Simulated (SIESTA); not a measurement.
## CdS (Greenockite) under changes of volume

One of the cells (25.121 Å³/atom); the others are scaled copies at fixed shape and fractional positions:

```xyz
4
Lattice="4.1500 0.0000 0.0000 -2.0750 3.5940 0.0000 0.0000 0.0000 6.7370" Properties=species:S:1:pos:R:3 pbc="T T T"
Cd    2.0750    1.1980    3.3685
Cd    0.0000    2.3960    0.0000
S     2.0750    1.1980    5.8949
S     0.0000    2.3960    2.5264
```

| Item | Value |
| --- | --- |
| Program | SIESTA 5.4.2 |
| Functional | PBE |
| Potentials or basis | Ansatz (PBE files) |
| Basis | DZP (energy shift 0.002 Ry) |
| Grid cutoff | 800 Ry |
| Energy shift | 0.002 Ry |
| k mesh | 7 × 7 × 4 |
| Occupations | fermi-dirac, width 0.05 eV |
| Spin | no spin polarisation |

| volume (Å³/atom) | energy over the lowest point (meV/atom) | pressure (GPa) | gap on the mesh (eV) | largest force (eV/Å) |
| --- | --- | --- | --- | --- |
| 23.614 | 44.67 | 6.6 | 1.84 | 0.094 |
| 24.116 | 26.75 | 4.9 | 1.77 | 0.090 |
| 24.618 | 13.77 | 3.4 | 1.70 | 0.087 |
| 25.121 | 5.30 | 2.0 | 1.64 | 0.083 |
| 25.623 | 0.85 | 0.8 | 1.58 | 0.078 |
| 26.126 | 0.00 | -0.3 | 1.52 | 0.075 |
| 26.628 | ? | ? | ? | ? |

Task: What does the run at 26.628 Å³/atom give?

Result: Energy over the lowest point 2.39 meV/atom; pressure -1.2 GPa; gap on the mesh 1.46 eV; largest force 0.072 eV/Å.

Worked out: A Birch-Murnaghan fit of order 3 (a polynomial in V^(-2/3)) to the other rows has its minimum at 26.00 Å³/atom with B0 = V·E''(V) = 55 GPa and B' = 4.5 at fixed shape and positions, which overstates the stiffness. It gives 2.41 meV/atom at 26.628 Å³/atom, against the run's 2.39, and -dE/dV = -1.2 GPa, against -1.2. A straight line through the other rows of the gap, of slope -3.15 eV per unit of ln V (its deformation potential), extrapolates to 1.46 eV, against the run's 1.46.

Energies are extrapolated to zero smearing.

Caveats: semicore shells carry a single zeta, which can move pressures by several GPa and volumes by a few percent; an odd mesh through Γ misses points on the zone boundary, where band edges often lie; the basis of atomic orbitals isn't converged, which shifts pressures, moduli and gaps. Spin-orbit coupling on Cd is left out.
